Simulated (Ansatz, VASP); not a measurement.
## NiO: VASP beside Ansatz

```
O Ni
1.0
     0.00000    2.08855    2.08855
     2.08855    0.00000    2.08855
     2.08855    2.08855    0.00000
O Ni
1 1
Direct
  0.50000 0.50000 0.50000
  0.00000 0.00000 0.00000
```

Alike in both runs: task single point; functional PBEsol; k mesh 9 × 9 × 9; occupations gaussian, width 0.02 eV; collinear spin; Hubbard terms Ni d U = 6.2 eV.

```csv
,VASP,Ansatz
version,VASP 6.6.1,Ansatz 0.2.0
potentials or method,"VASP PAW PBE potentials, release 64 (O, Ni)","PAW, plane waves, scalar-relativistic"
plane-wave cutoff (eV),520,420
valence electrons in the cell,16,24
```

Ansatz gave:

```
pressure (GPa)                                                : 3.4
net moment per atom (μB)                                      : 1.00
size of the moment on the site where the two differ most (μB) : 1.71
```

Q: What did VASP give for the same quantities?

A: Pressure (GPa): -7.6; net moment per atom (μB): 1.00; size of the moment on the site where the two differ most (μB): 1.81.

Site moments also hang on the region over which each program counts them. The programs project onto different local orbitals, so the same U acts differently. The two sets of potentials don't hold the same shells in valence. Ansatz warned: «stability_check_not_made».

Caveats: the PAW data sets were made with another functional, which shifts forces and pressure a little (VASP); a cell with one magnetic atom can't hold antiferromagnetic order, which such compounds often take. The state reached can hang on the start; a lower one may exist. A k mesh can miss the band edges.
